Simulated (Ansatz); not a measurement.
Something may be wrong with this Ansatz 0.2.0 calculation of Fe.

Contents of input.yaml:

```yaml
crystal:
  lattice:
    - [2.4341575853, 0.0, 0.0]
    - [-1.2170787927, 2.1080423057, 0.0]
    - [0.0, 0.0, 3.84193447]
  atoms:
    - { symbol: Fe, position: [0.6666666667, 0.3333333333, 0.75] }
    - { symbol: Fe, position: [0.3333333333, 0.6666666667, 0.25] }
hamiltonian:
  xc: pbe
  pseudopotentials: { kind: paw }
magnetization:
  spin_polarized: true
  initial_magnetization: 0.0
  spin_locking: { lock_magnetization: hard }
kpoints:
  mp_grid: { grid: [10, 10, 6] }
scf:
  occupations: { method: fermi_dirac, width: 0.3 }
  n_extra_bands: 0
  max_iter: 100
output:
  forces: true
  stress: true
  eigenvalues: true
```

Potentials or basis: Ansatz PAW.

Run with:

```console
$ ansatz run input.yaml --threads 2 --pin off --max-ram 5632MiB --backend cpu --events-out ev --progress --plain --runs-dir out
```

Output:

```text
Error: inconsistent input (scf.n_extra_bands, scf.occupations.method, magnetization.spin_locking.lock_magnetization): n_bands = 16 leaves no empty band above the 16 bands that the fuller spin channel occupies (lock_magnetization: hard holds 16 of the deck's 32 electrons in it), and the occupations search for the Fermi level (a smearing at a finite width, or tetrahedra): a level found among occupied bands alone can fill a metal as an insulator; raise scf.n_extra_bands until at least 17 bands are solved (omitted, it auto-derives to 21) (see scf.n_extra_bands in the input reference)
```

Question: How did it end, and where is the flaw?

Answer: The program refused the input. The input holds a flaw that was put in on purpose: too few bands (scf.n_extra_bands = 0; scf.occupations = method fermi_dirac, width 0.3).
